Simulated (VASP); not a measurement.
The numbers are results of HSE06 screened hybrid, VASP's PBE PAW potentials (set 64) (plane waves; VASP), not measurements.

A VASP calculation is set up with these files.

File KPOINTS:
```
Regular mesh
0
G
  6 6 6
0 0 0
```

File POSCAR:
```
LiI
4.2989320
  0.0000000000   0.7071067694   0.7071067694
  0.7071067694   0.0000000000   0.7071067694
  0.7071067694   0.7071067694   0.0000000000
Li I
1 1
direct
  0.0000000000   0.0000000000   0.0000000000
  0.5000000000   0.5000000000   0.5000000000
```

### INCAR
```
# general
SYSTEM   = LiI
PREC     = Accurate
ENCUT    = 520
LREAL    = F
LASPH    = T
ISYM     = 3

# electronic loop
EDIFF    = 1E-6
NELM     = 60
ALGO     = Normal
LMAXMIX  = 4

# smearing
ISMEAR   = 0
SIGMA    = 0.05

# functional
GGA      = PE
LHFCALC  = T
AEXX     = 0.25
HFSCREEN = 0.2
PRECFOCK = Fast

# ions
ISIF     = 2

# output
LWAVE    = F
LCHARG   = F
```

POTCAR, in this order: Li_sv I (PBE.64 set). Program: vasp_std. Read from the step before: WAVECAR.

The run wrote:

**OUTCAR**
```
 ion  position               nearest neighbor table
   1  0.000  0.000  0.000-   2 3.04   2 3.04   2 3.04   2 3.04   2 3.04   2 3.04
   2  0.500  0.500  0.500-   1 3.04   1 3.04   1 3.04   1 3.04   1 3.04   1 3.04
  LATTYP: Found a face centered cubic cell.
 ALAT       =     6.0796078370
 Subroutine PRICEL returns:
 Original cell was already a primitive cell.
 Subroutine GETGRP returns: Found 48 space group operations
The static configuration has the point symmetry O_h .
The dynamic configuration has the point symmetry O_h .
 Subroutine INISYM returns: Found 48 space group operations
 Subroutine IBZKPT returns following result:
 Found     16 irreducible k-points:

 Following reciprocal coordinates:
            Coordinates               Weight
  0.000000  0.000000  0.000000      1.000000
  0.166667  0.000000  0.000000      8.000000
  0.333333  0.000000  0.000000      8.000000
  0.500000  0.000000  0.000000      4.000000
  0.166667  0.166667  0.000000      6.000000
  0.333333  0.166667  0.000000     24.000000
  0.500000  0.166667  0.000000     24.000000
 -0.333333  0.166667  0.000000     24.000000
 -0.166667  0.166667  0.000000     12.000000
...
```

### OSZICAR
```
       N       E                     dE             d eps       ncg     rms          rms(c)
DAV:   1    -0.667790325614E+01   -0.66779E+01   -0.34895E-01   288   0.519E+00    0.353E+00
DAV:   2    -0.668004302851E+01   -0.21398E-02   -0.80897E-03   379   0.958E-01    0.226E+00
DAV:   3    -0.667963114710E+01    0.41188E-03   -0.23322E-04   385   0.156E-01    0.131E+00
DAV:   4    -0.667945170824E+01    0.17944E-03   -0.44644E-05   307   0.558E-02    0.765E-01
DAV:   5    -0.667938929700E+01    0.62411E-04   -0.24493E-05   307   0.393E-02    0.446E-01
DAV:   6    -0.667936781455E+01    0.21482E-04   -0.93517E-06   325   0.251E-02    0.259E-01
DAV:   7    -0.667936163969E+01    0.61749E-05   -0.35233E-06   341   0.151E-02    0.151E-01
DAV:   8    -0.667936006696E+01    0.15727E-05   -0.12606E-06   304   0.918E-03    0.880E-02
DAV:   9    -0.667935962311E+01    0.44386E-06   -0.46729E-07   188   0.599E-03
   1 F= -.66793596E+01 E0= -.66793596E+01  d E =-.107621E-19
```

### OUTCAR
```
------------------------ aborting loop because EDIFF is reached ----------------------------------------
  FORCE on cell =-STRESS in cart. coord.  units (eV):
  Direction    XX          YY          ZZ          XY          YZ          ZX
  --------------------------------------------------------------------------------------
  Total       -0.3185931     -0.3185931     -0.3185931      0.0000000     -0.0000000      0.0000000
  in kB       -9.0861557     -9.0861557     -9.0861557      0.0000000     -0.0000000      0.0000000
  external PRESSURE =      -9.0861557 kB  Pullay stress =       0.0000000 kB
  volume of cell :       56.18
      direct lattice vectors                 reciprocal lattice vectors
     0.000000000  3.039803919  3.039803919    -0.164484294  0.164484294  0.164484294
     3.039803919  0.000000000  3.039803919     0.164484294 -0.164484294  0.164484294
     3.039803919  3.039803919  0.000000000     0.164484294  0.164484294 -0.164484294
 POSITION                                       TOTAL-FORCE (eV/Angst)
 -----------------------------------------------------------------------------------
      0.00000      0.00000      0.00000        -0.000000     -0.000000     -0.000000
      3.03980      3.03980      3.03980         0.000000      0.000000      0.000000
 -----------------------------------------------------------------------------------
    total drift:                               -0.000000     -0.000001     -0.000001
  FREE ENERGIE OF THE ION-ELECTRON SYSTEM (eV)
  ---------------------------------------------------
  free  energy   TOTEN  =        -6.6793596231 eV

  energy  without entropy=       -6.6793596231  energy(sigma->0) =       -6.67935962

  exchange ACFDT corr.  =         0.00000000  see jH, gK, PRB 81, 115126
```
(Selected blocks of OUTCAR.)

OUTCAR:
```
 val. band max:        1.1472770803   @ k =   0.0000   0.0000   0.0000

 cond. band min:       6.3008545734   @ k =   0.0000   0.0000   0.0000


 Fermi energy:         1.4560350770

 k-point     1 :       0.0000    0.0000    0.0000
  band No.  band energies     occupation
      1     -47.3316      2.00000
      2     -11.3892      2.00000
      3       1.1473      2.00000
      4       1.1473      2.00000
      5       1.1473      2.00000
      6       6.3009      0.00000
      7      10.5139      0.00000
      8      10.5139      0.00000
      9      10.5139      0.00000

 k-point     2 :       0.1667    0.0000    0.0000
  band No.  band energies     occupation
      1     -47.3316      2.00000
      2     -11.2657      2.00000
      3       0.1535      2.00000
      4       1.0698      2.00000
      5       1.0698      2.00000
      6       7.0191      0.00000
      7       9.9216      0.00000
      8      10.0701      0.00000
      9      10.0701      0.00000

 k-point     3 :       0.3333    0.0000    0.0000
  band No.  band energies     occupation
      1     -47.3315      2.00000
      2     -10.9951      2.00000
      3      -1.3075      2.00000
      4       0.9279      2.00000
      5       0.9279      2.00000
      6       6.9641      0.00000
      7       8.8778      0.00000
      8       8.8779      0.00000
      9      11.2506      0.00000

 k-point     4 :       0.5000    0.0000    0.0000
  band No.  band energies     occupation
      1     -47.3314      2.00000
      2     -10.8455      2.00000
      3      -1.9216      2.00000
      4       0.8625      2.00000
      5       0.8625      2.00000
      6       6.7168      0.00000
      7       8.4479      0.00000
      8       8.4480      0.00000
      9      11.9984      0.00000

 k-point     5 :       0.1667    0.1667    0.0000
  band No.  band energies     occupation
      1     -47.3316      2.00000
      2     -11.2232      2.00000
      3       0.2539      2.00000
...
```

Unless said otherwise, spin-orbit coupling is left out, though it shifts the bands of the heavy elements here.

The compound is LiI in the rock salt structure. This cell is one point of a volume scan, at 1.03 of the reference volume. The cell's shape comes from a PBE relaxation.
